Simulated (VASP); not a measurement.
# LiF (Griceite) (Fm-3m) in VASP: further runs

Aim: see how the results for LiF (Griceite) move with the level of theory and the settings. Levels: PBE, PBEsol. Tasks: relaxation of cell and atoms, single point.

Everything below comes from runs of VASP 6.6.1. Logs are shortened: lines on timing, memory, paths and dates and some standing lists are left out, and cuts for length are marked.

### Step 1. Starting point

It takes space group Fm-3m (No. 225, cubic). Conventional cell: a = 4.028 Å, b = 4.028 Å, c = 4.028 Å, α = 90.00°, β = 90.00°, γ = 90.00°. F (site symmetry m-3m) is surrounded by 6 Li at 2.01 Å. Li (site symmetry m-3m) is surrounded by 6 F at 2.01 Å.

### Step 2. Relaxation of cell and atoms, PBE

INCAR

```
SYSTEM = LiF
PREC = Accurate
ENCUT = 680
EDIFF = 1E-6
ISMEAR = -1
SIGMA = 0.05
LREAL = .False.
LASPH = .True.
NELM = 60
ALGO = Fast
ISIF = 3
LWAVE = .False.
LCHARG = .False.
GGA = PE
IBRION = 2
NSW = 60
EDIFFG = -0.01
```

KPOINTS

```
Automatic mesh
0
Gamma
  11 11 11
  0 0 0
```

POSCAR

```
LiF
1.0
    0.0000000000      2.0140000000      2.0140000000
    2.0140000000      0.0000000000      2.0140000000
    2.0140000000      2.0140000000      0.0000000000
F Li
1 1
Direct
    0.5000000000      0.5000000000      0.5000000000
    0.0000000000      0.0000000000      0.0000000000
```

Potentials or basis: VASP PAW PBE potentials, release 64 (F_GW, Li_sv_GW).

The run is started by

```console
cat potpaw_PBE.64/F_GW/POTCAR potpaw_PBE.64/Li_sv_GW/POTCAR > POTCAR
mpirun -np 1 vasp_std > vasp.out
```

OUTCAR:

```text
SYSTEM = LiF
   PREC = Accurate
   ENCUT = 680
   EDIFF = 1E-6
   ISMEAR = -1
   LREAL = .False.
   LASPH = .True.
   NELM = 60
   ISIF = 3
   GGA = PE
   IBRION = 2
   NSW = 60
   EDIFFG = -0.01

 ion  position               nearest neighbor table
   1  0.500  0.500  0.500-
   2  0.000  0.000  0.000-

  LATTYP: Found a face centered cubic cell.
 ALAT       =     4.0280000000

  Lattice vectors:

 A1 = (   0.0000000000,   2.0140000000,   2.0140000000)
 A2 = (   2.0140000000,   0.0000000000,   2.0140000000)
 A3 = (   2.0140000000,   2.0140000000,   0.0000000000)

Analysis of symmetry for initial positions (statically):
=====================================================================
 Subroutine PRICEL returns:
 Original cell was already a primitive cell.

 Routine SETGRP: Setting up the symmetry group for a
 face centered cubic supercell.

 Subroutine GETGRP returns: Found 48 space group operations
 (whereof 48 operations were pure point group operations)
 out of a pool of 48 trial point group operations.

The static configuration has the point symmetry O_h .

Analysis of symmetry for dynamics (positions and initial velocities):
=====================================================================
 Subroutine PRICEL returns:
 Original cell was already a primitive cell.

 Routine SETGRP: Setting up the symmetry group for a
 face centered cubic supercell.

 Subroutine GETGRP returns: Found 48 space group operations
 (whereof 48 operations were pure point group operations)
 out of a pool of 48 trial point group operations.

The dynamic configuration has the point symmetry O_h .

 Subroutine INISYM returns: Found 48 space group operations
 (whereof 48 operations are pure point group operations),
 and found     1 'primitive' translations

----------------------------------------------------------------------------------------

                                     Primitive cell

  volume of cell :      16.3384

  direct lattice vectors                    reciprocal lattice vectors
     0.000000000  2.014000000  2.014000000    -0.248262165  0.248262165  0.248262165
     2.014000000  0.000000000  2.014000000     0.248262165 -0.248262165  0.248262165
     2.014000000  2.014000000  0.000000000     0.248262165  0.248262165 -0.248262165

  length of vectors
     2.848226115  2.848226115  2.848226115     0.430002683  0.430002683  0.430002683

  position of ions in fractional coordinates (direct lattice)
     0.500000000  0.500000000  0.500000000
     0.000000000  0.000000000  0.000000000

  ion indices of the primitive-cell ions
   primitive index   ion index
                 1           1
                 2           2

----------------------------------------------------------------------------------------

 KPOINTS: Automatic mesh

Automatic generation of k-mesh.
 Grid dimensions read from file:
 generate k-points for:   11   11   11

 Generating k-lattice:

  Cartesian coordinates                     Fractional coordinates (reciprocal lattice)
    -0.022569288  0.022569288  0.022569288     0.090909091  0.000000000  0.000000000
     0.022569288 -0.022569288  0.022569288     0.000000000  0.090909091  0.000000000
     0.022569288  0.022569288 -0.022569288     0.000000000  0.000000000  0.090909091

  Length of vectors
     0.039091153  0.039091153  0.039091153

  Shift w.r.t. Gamma in fractional coordinates (k-lattice)
     0.000000000  0.000000000  0.000000000

 Subroutine IBZKPT returns following result:
 ===========================================

 Found     56 irreducible k-points:

 Following reciprocal coordinates:
            Coordinates               Weight
  0.000000  0.000000  0.000000      1.000000
  0.090909  0.000000  0.000000      8.000000
  0.181818  0.000000  0.000000      8.000000
  0.272727  0.000000  0.000000      8.000000
  0.363636  0.000000  0.000000      8.000000
  0.454545  0.000000  0.000000      8.000000
[... 16 lines left out ...]
 -0.272727  0.181818  0.000000     24.000000
 -0.181818  0.181818  0.000000     12.000000
 [... further k-points ...]
   k-points           NKPTS =     56   k-points in BZ     NKDIM =     56   number of bands    NBANDS=      9
   number of dos      NEDOS =    301   number of ions     NIONS =      2
   total plane-waves  NPLWV =  13824
   dimension x,y,z NGX =    24 NGY =   24 NGZ =   24
   dimension x,y,z NGXF=    48 NGYF=   48 NGZF=   48
   ions per type =               1   1
   NGX,Y,Z   is equivalent  to a cutoff of  14.01, 14.01, 14.01 a.u.
   NGXF,Y,Z  is equivalent  to a cutoff of  28.02, 28.02, 28.02 a.u.
 SYSTEM =  LiF
   PREC   = accura    normal or accurate (medium, high low for compatibility)
   ISTART =      0    job   : 0-new  1-cont  2-samecut
   ICHARG =      2    charge: 1-file 2-atom 10-const
   ISPIN  =      1    spin polarized calculation?
   LNONCOLLINEAR =      F non collinear calculations
   LSORBIT =      F    spin-orbit coupling
   LASPH  =      T    aspherical Exc in radial PAW
   ENCUT  =  680.0 eV  49.98 Ry    7.07 a.u.   6.06  6.06  6.06*2*pi/ulx,y,z
   NELM   =     60;   NELMIN=  2; NELMDL= -5     # of ELM steps
   EDIFF  = 0.1E-05   stopping-criterion for ELM
   LREAL  =      F    real-space projection
   EDIFFG = -.1E-01   stopping-criterion for IOM
   NSW    =     60    number of steps for IOM
   IBRION =      2    ionic relax: 0-MD 1-quasi-New 2-CG
   NFREE  =      1    steps in history (QN), initial steepest desc. (CG)
   ISIF   =      3    stress and relaxation
   ISYM   =      2    0-nonsym 1-usesym 2-fastsym
   POTIM  = 0.5000    time-step for ionic-motion
   TEBEG  =    0.0;   TEEND  =   0.0 temperature during run
   PSTRESS=    0.0 pullay stress
   NELECT =      10.0000    total number of electrons
   NUPDOWN=      -1.0000    fix difference up-down
   EMIN   =  10.00;   EMAX   =-10.00  energy-range for DOS
   EFERMI =   0.00;   METHOD = LEGACY
   ISMEAR =    -1;   SIGMA  =   0.05  broadening in eV -4-tet -1-fermi 0-gaus
   EFERMI_NEDOS =   21; number of points for ismear=-14 and -15
   IALGO  =     68    algorithm
   IMIX   =      4    mixing-type and parameters
     AMIX     =   0.40;   BMIX     =  1.00
     AMIX_MAG =   1.60;   BMIX_MAG =  1.00
  volume/ion in A,a.u.               =       8.17        55.13
  Fermi-wavevector in a.u.,A,eV,Ry     =   1.389970  2.626662 26.286674  1.932016
  Thomas-Fermi vector in A             =   2.513950
   LORBIT       =      0    0 simple, 1 ext, 2 COOP (PROOUT), +10 PAW based schemes
   GGA     = PE    functional components
   LHFCALC =     F    Hartree Fock is set to
   AEXX    =    0.0000 exact exchange contribution
   IVDW    =     0    specifies the selected vdW correction
   LEPSILON=     F    determine dielectric tensor
   LRPA    =     F    only Hartree local field effects (RPA)
 conjugate gradient relaxation of ions
 non-spin polarized calculation
 RMM-DIIS sequential band-by-band and
  energy-cutoff  :      680.00
  volume of cell :       16.34
 maximum number of plane-waves:       670
   NGX = 13   NGY = 13   NGZ = 13

--------------------------------------- Ionic step        1  -------------------------------------------

 number of electron      10.0000000 magnetization

 number of electron       9.9999990 magnetization

 Free energy of the ion-electron system (eV)
  ---------------------------------------------------
  ext. energy  EPLUGINS =         0.00000000
  ---------------------------------------------------
  free energy    TOTEN  =       -11.41921850 eV

  energy without entropy =      -11.41921850  energy(sigma->0) =      -11.41921850

------------------------ aborting loop because EDIFF is reached ----------------------------------------

  FORCE on cell =-STRESS in cart. coord.  units (eV):
  Direction    XX          YY          ZZ          XY          YZ          ZX
  --------------------------------------------------------------------------------------
  -------------------------------------------------------------------------------------
  Total        0.1713602      0.1713602      0.1713602     -0.0000000      0.0000000     -0.0000000
  in kB       16.8039788     16.8039788     16.8039788     -0.0000000      0.0000000     -0.0000000
  external PRESSURE =      16.8039788 kB  Pullay stress =       0.0000000 kB
[... 21 lines left out ...]
  energy  without entropy=      -11.4192184983  energy(sigma->0) =      -11.41921850

--------------------------------------- Ionic step        2  -------------------------------------------

 number of electron       9.9999990 magnetization

 E-fermi :   0.0379     XC(G=0):  -9.9187

 val. band max:       -1.1268095007   @ k =   0.0000   0.0000   0.0000
 cond. band min:       7.8236886934   @ k =   0.0000   0.0000   0.0000
 fundamental gap:      8.9504981941
 Fermi energy:         0.0378564486

 k-point     1 :       0.0000    0.0000    0.0000
  band No.  band energies     occupation
      1     -42.0320      2.00000
      2     -21.0642      2.00000
      3      -1.1268      2.00000
      4      -1.1268      2.00000
      5      -1.1268      2.00000
      6       7.8237      0.00000
      7      22.6514      0.00000
      8      22.6514      0.00000
      9      22.6520      0.00000
[... 309 lines left out ...]
  energy  without entropy=      -11.4207273731  energy(sigma->0) =      -11.42072737

--------------------------------------- Ionic step        3  -------------------------------------------

 number of electron       9.9999990 magnetization

 Free energy of the ion-electron system (eV)
  ---------------------------------------------------
  ext. energy  EPLUGINS =         0.00000000
  ---------------------------------------------------
  free energy    TOTEN  =       -11.42115598 eV

  energy without entropy =      -11.42115598  energy(sigma->0) =      -11.42115598

 E-fermi :  -0.1322     XC(G=0):  -9.8648

 val. band max:       -1.1923025437   @ k =   0.0000   0.0000   0.0000
 cond. band min:       7.6619201549   @ k =   0.0000   0.0000   0.0000
 fundamental gap:      8.8542226986
 Fermi energy:        -0.1322273797

 k-point     1 :       0.0000    0.0000    0.0000
  band No.  band energies     occupation
      1     -42.1236      2.00000
      2     -21.0999      2.00000
      3      -1.1923      2.00000
      4      -1.1923      2.00000
      5      -1.1923      2.00000
      6       7.6619      0.00000
      7      22.4397      0.00000
      8      22.4397      0.00000
      9      22.4397      0.00000
[... 305 lines left out ...]
  FREE ENERGIE OF THE ION-ELECTRON SYSTEM (eV)
  ---------------------------------------------------
  free  energy   TOTEN  =       -11.4211559839 eV

  energy  without entropy=      -11.4211559838  energy(sigma->0) =      -11.42115598

 reached required accuracy - stopping structural energy minimisation
```

Wall time 9.7 s (1 thread of Intel Xeon 6975P-C (Granite Rapids), shared host); peak memory 0.14 GiB.

What came out:

```yaml
Free_energy: -11.4212 eV
Relaxed_volume: 8.36 Å³/atom
Relaxed_cell: a = 2.871 Å, b = 2.871 Å, c = 2.871 Å, α = 60.00°, β = 60.00°, γ = 60.00°
Space_group_after_relaxing_to_0.05_Å: Fm-3m (No. 225)
Energy_gained_by_relaxing: 1.0 meV/atom
Ionic_steps: 3
Pressure_after_relaxing: 0.0 GPa
Band_gap_on_the_k_mesh: 8.85 eV, direct
```

The path:
```tsv
step	energy change (eV)	largest force (eV/Å)	pressure (GPa)	volume (Å³)
1	0.0000	0.0000	1.68	16.34
2	-0.0015	0.0000	0.79	16.54
3	-0.0019	0.0000	0.05	16.73
```

Final structure:
```
CELL_PARAMETERS angstrom
0.00000 2.02984 2.02984
2.02984 0.00000 2.02984
2.02984 2.02984 0.00000
ATOMIC_POSITIONS crystal
F 0.50000 0.50000 0.50000
Li 0.00000 0.00000 0.00000
```

Caveat: an odd mesh through Γ misses points on the zone boundary, where band edges often lie. PBE gaps usually lie below the measured ones, often by a third to a half.

### Step 3. Relaxation of cell and atoms, PBE

INCAR

```
ALGO = Normal ; EDIFF = 1E-6
EDIFFG = -0.005 ; ENCUT = 630
GGA = PE ; IBRION = 2
ISIF = 3 ; ISMEAR = -1
LASPH = True ; LCHARG = False
LREAL = False ; LWAVE = False
NELM = 100 ; NSW = 40
PREC = Accurate ; SIGMA = 0.05
```

KPOINTS

```
k-points
0
Gamma
  11 11 11
```

POSCAR is that of step 2.

Potentials or basis: VASP PAW PBE potentials, release 64 (F_GW, Li_GW).

The run is started by

```console
cat potpaw_PBE.64/F_GW/POTCAR potpaw_PBE.64/Li_GW/POTCAR > POTCAR
mpirun -np 1 vasp_std > vasp.out
```

OUTCAR:

```text
EDIFF = 1E-6
   EDIFFG = -0.005
   ENCUT = 630
   GGA = PE
   IBRION = 2
   ISIF = 3
   ISMEAR = -1
   LASPH = True
   LREAL = False
   NELM = 100
   NSW = 40
   PREC = Accurate

 ion  position               nearest neighbor table
   1  0.500  0.500  0.500-   2 2.01   2 2.01   2 2.01   2 2.01   2 2.01   2 2.01
   2  0.000  0.000  0.000-   1 2.01   1 2.01   1 2.01   1 2.01   1 2.01   1 2.01

  LATTYP: Found a face centered cubic cell.
 ALAT       =     4.0280000000

  Lattice vectors:

 A1 = (   0.0000000000,   2.0140000000,   2.0140000000)
 A2 = (   2.0140000000,   0.0000000000,   2.0140000000)
 A3 = (   2.0140000000,   2.0140000000,   0.0000000000)

Analysis of symmetry for initial positions (statically):
=====================================================================
 Subroutine PRICEL returns:
 Original cell was already a primitive cell.

 Routine SETGRP: Setting up the symmetry group for a
 face centered cubic supercell.

 Subroutine GETGRP returns: Found 48 space group operations
 (whereof 48 operations were pure point group operations)
 out of a pool of 48 trial point group operations.

The static configuration has the point symmetry O_h .

Analysis of symmetry for dynamics (positions and initial velocities):
=====================================================================
 Subroutine PRICEL returns:
 Original cell was already a primitive cell.

 Routine SETGRP: Setting up the symmetry group for a
 face centered cubic supercell.

 Subroutine GETGRP returns: Found 48 space group operations
 (whereof 48 operations were pure point group operations)
 out of a pool of 48 trial point group operations.

The dynamic configuration has the point symmetry O_h .

 Subroutine INISYM returns: Found 48 space group operations
 (whereof 48 operations are pure point group operations),
 and found     1 'primitive' translations

----------------------------------------------------------------------------------------
[... 123 lines left out ...]
   LRPA    =     F    only Hartree local field effects (RPA)
 conjugate gradient relaxation of ions
 non-spin polarized calculation
  energy-cutoff  :      630.00
  volume of cell :       16.34
 maximum number of plane-waves:       600
   NGX = 11   NGY = 11   NGZ = 11

--------------------------------------- Ionic step        1  -------------------------------------------

 number of electron       7.9999995 magnetization

 Free energy of the ion-electron system (eV)
  ---------------------------------------------------
  ext. energy  EPLUGINS =         0.00000000
  ---------------------------------------------------
  free energy    TOTEN  =        -9.61061525 eV

  energy without entropy =       -9.61061525  energy(sigma->0) =       -9.61061525

------------------------ aborting loop because EDIFF is reached ----------------------------------------

  FORCE on cell =-STRESS in cart. coord.  units (eV):
  Direction    XX          YY          ZZ          XY          YZ          ZX
  --------------------------------------------------------------------------------------
  -------------------------------------------------------------------------------------
  Total        0.2735971      0.2735971      0.2735971     -0.0000000     -0.0000000     -0.0000000
  in kB       26.8295712     26.8295712     26.8295712     -0.0000000     -0.0000000     -0.0000000
  external PRESSURE =      26.8295712 kB  Pullay stress =       0.0000000 kB
[... 59 lines left out ...]
--------------------------------------- Ionic step        3  -------------------------------------------

 number of electron       7.9999993 magnetization

 Free energy of the ion-electron system (eV)
  ---------------------------------------------------
  ext. energy  EPLUGINS =         0.00000000
  ---------------------------------------------------
  free energy    TOTEN  =        -9.61539940 eV

  energy without entropy =       -9.61539940  energy(sigma->0) =       -9.61539940

 E-fermi :  -2.2084     XC(G=0):  -9.4851

 val. band max:       -3.3362215279   @ k =   0.0000   0.0000   0.0000
 cond. band min:       5.3942241343   @ k =   0.0000   0.0000   0.0000
 fundamental gap:      8.7304456622
 Fermi energy:        -2.2084206907

 k-point     1 :       0.0000    0.0000    0.0000
  band No.  band energies     occupation
      1     -23.2594      2.00000
      2      -3.3362      2.00000
      3      -3.3362      2.00000
      4      -3.3362      2.00000
      5       5.3942      0.00000
      6      20.1136      0.00000
      7      20.1136      0.00000
      8      20.1136      0.00000
[... 243 lines left out ...]
 k-point    24 :      -0.1818    0.1818    0.0000
  band No.  band energies     occupation
      1     -22.9647      2.00000
      2      -4.7492      2.00000
      3      -4.0160      2.00000
      4      -3.4150      2.00000
      5       7.3335      0.00000
      6      13.4896      0.00000
      7      16.2060      0.00000
      8      16.5647      0.00000

 [... further k-points ...]
[... 5 lines left out ...]
  --------------------------------------------------------------------------------------
  -------------------------------------------------------------------------------------
  Total       -0.0079248     -0.0079248     -0.0079248      0.0000000      0.0000000      0.0000000
  in kB       -0.7493041     -0.7493041     -0.7493041      0.0000000      0.0000000      0.0000000
  external PRESSURE =      -0.7493041 kB  Pullay stress =       0.0000000 kB
[... 17 lines left out ...]
  FREE ENERGIE OF THE ION-ELECTRON SYSTEM (eV)
  ---------------------------------------------------
  free  energy   TOTEN  =        -9.6153994037 eV

  energy  without entropy=       -9.6153994037  energy(sigma->0) =       -9.61539940

 reached required accuracy - stopping structural energy minimisation
```

CONTCAR:

```text
LiF
   1.00000000000000
    -0.0000000000000000    2.0386198280489332    2.0386198280489327
     2.0386198280489332   -0.0000000000000000    2.0386198280489327
     2.0386198280489332    2.0386198280489332   -0.0000000000000000
  F               Li
     1     1
Direct
     0.5000000000000000    0.5000000000000000    0.5000000000000000
     0.0000000000000000    0.0000000000000000    0.0000000000000000

  0.00000000E+00  0.00000000E+00  0.00000000E+00
  0.00000000E+00  0.00000000E+00  0.00000000E+00
```

Wall time 7.5 s (1 thread of Intel Xeon 6975P-C (Granite Rapids), shared host); peak memory 0.15 GiB.

What came out:

* Free energy: -9.6154 eV
* Relaxed volume: 8.47 Å³/atom
* Relaxed cell: a = 2.883 Å, b = 2.883 Å, c = 2.883 Å, α = 60.00°, β = 60.00°, γ = 60.00°
* Space group after relaxing (to 0.05 Å): Fm-3m (No. 225)
* Energy gained by relaxing: 2.4 meV/atom
* Ionic steps: 3
* Pressure after relaxing: -0.1 GPa
* Band gap on the k mesh: 8.73 eV, direct

The path:
| step | energy change (eV) | largest force (eV/Å) | pressure (GPa) | volume (Å³) |
| --- | --- | --- | --- | --- |
| 1 | 0.0000 | 0.0000 | 2.68 | 16.34 |
| 2 | -0.0039 | 0.0000 | 1.14 | 16.66 |
| 3 | -0.0048 | 0.0000 | -0.07 | 16.94 |

Final structure:
```
F Li
1.0
     0.00000    2.03862    2.03862
     2.03862    0.00000    2.03862
     2.03862    2.03862    0.00000
F Li
1 1
Direct
  0.50000 0.50000 0.50000
  0.00000 0.00000 0.00000
```

Caveat: an odd mesh through Γ misses points on the zone boundary, where band edges often lie. PBE usually gives volumes a little too large and moduli too small.

(Part 1 of 2 ends here.)
